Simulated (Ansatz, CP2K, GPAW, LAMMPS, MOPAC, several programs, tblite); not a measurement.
What each method gives for KCl (zincblende)

KCl (zincblende), relaxed with r2SCAN in Ansatz, was computed with several methods. The symmetry is F-43m (No. 216, cubic); conventional cell a = 7.015 Å, 43.14 Å³ an atom. K has 4 Cl at 3.04 Å; Cl has 4 K at 3.04 Å. Spin-unpolarised throughout. Whether this structure exists isn't addressed.

Space group F-43m (No. 216). a = 7.015 Å, b = 7.015 Å, c = 7.015 Å, α = 90.00°, β = 90.00°, γ = 90.00°

| atom | site | symmetry | x | y | z |
| --- | --- | --- | --- | --- | --- |
| K | 4a | -43m | 0.0000 | 0.0000 | 0.0000 |
| Cl | 4d | -43m | 0.2500 | 0.2500 | 0.7500 |

Gaps and times are for a single point on this cell; volume and bulk modulus come from each method's own relaxation or energy curve at fixed shape. Times are rough, from shared hosts (Arm Neoverse V1), and each method has its own mesh and cell size. PM6 (MOPAC), PM7 (MOPAC), GFN1-xTB (tblite), GFN2-xTB (tblite) treat a cluster of cells at its zone centre, which samples few k points: where these miss a band edge, the gap comes out too large for that reason alone. Gaps from k meshes are read at a limited set of points (mesh, symmetry points, PBE's band edges), so each method's own least gap may be somewhat smaller. Force fields have no electrons; where one was fitted to this phase, its volume and modulus reflect the fit. xTB and the PM methods were fitted mostly to molecules, and can miss a solid's gap by electronvolts. Minimal bases can be far off for gaps. GLLB-SC's gap includes the derivative discontinuity. d marks a direct gap, i an indirect one (no mark: not told apart), a dash a value that wasn't computed or didn't pass its checks.

| method | kind | gap (eV) | own volume (Å³/atom) | bulk modulus (GPa) | atoms computed | processor time |
| --- | --- | --- | --- | --- | --- | --- |
| ffield.eim (LAMMPS) | force field | – | – | – | 2 | 0.12 s |
| light PBE (260 eV, its own mesh) | light plane-wave | 4.75 i | – | – | 2 | 0.66 s |
| GFN1-xTB (tblite) | tight binding | 2.14 | – | – | 64 | 2.5 s |
| PBE | semilocal | 4.78 i | 44.13 | 11 | 2 | 2.5 s |
| PM7 (MOPAC) | semi-empirical | 12.86 | 43.64 | 27 | 64 | 3.4 s |
| GFN2-xTB (tblite) | tight binding | 1.95 | – | – | 64 | 3.5 s |
| PM6 (MOPAC) | semi-empirical | 10.87 | – | – | 64 | 3.6 s |
| r2SCAN | semilocal | 5.35 i | 43.14 | 12 | 2 | 6.6 s |
| PBE/SZV (CP2K) | small basis | 3.11 i | 44.84 | 14 | 2 | 8.6 s |
| PBE/single zeta (GPAW) | small basis | 4.12 d | – | – | 2 | 9 s |
| GLLB-SC (GPAW) | model potential | 10.56 | – | – | 2 | 14 s |
| PBE/DZVP (CP2K) | small basis | 4.75 i | 44.57 | 12 | 2 | 16 s |

Against r2SCAN (5.35 eV) the nearest gap at the points sampled is that of PBE (-0.58 eV) and the farthest that of PM7 (MOPAC) (+7.51 eV). r2SCAN is only a yardstick of convenience: semilocal gaps usually lie below measured ones, which GLLB-SC and hybrids aim to mend.

Volumes against r2SCAN's: PBE +2.3 %, PM7 (MOPAC) +1.2 %, PBE/SZV (CP2K) +3.9 %, PBE/DZVP (CP2K) +3.3 %.
